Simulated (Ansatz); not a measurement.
`C=CC(C)=O` at its PBE0-D4/def2-TZVP geometry, where that method's forces vanish. The species carries charge 0 and has multiplicity 1.

```xyz
11

C    -0.7363   -0.4389   -1.4245
C    -0.8372   -0.7871   -0.1465
C    -0.0284   -0.2138    0.9540
C     0.9941    0.8448    0.6362
O    -0.2017   -0.6046    2.0869
H    -1.3583   -0.8969   -2.1849
H    -0.0318    0.3138   -1.7608
H    -1.5469   -1.5424    0.1767
H     0.5215    1.7121    0.1683
H     1.4837    1.1509    1.5583
H     1.7413    0.4622   -0.0637
```

(1) What forces (eV/Å) does r2SCAN-D4/def2-TZVPP give on these atoms in the Gaussian-basis code of Ansatz? (Estimate.)

## Answers

(1) Ansatz gave: 
```
C1   0.003  0.051 -0.249
C2  -0.023 -0.052  0.155
C3  -0.001  0.071 -0.366
C4   0.100  0.101 -0.015
O5  -0.074 -0.169  0.498
H6   0.010  0.009  0.001
H7  -0.012 -0.013  0.006
H8  -0.002 -0.003  0.006
H9   0.019 -0.009 -0.010
H10 -0.010 -0.007 -0.020
H11 -0.011  0.021 -0.006
```
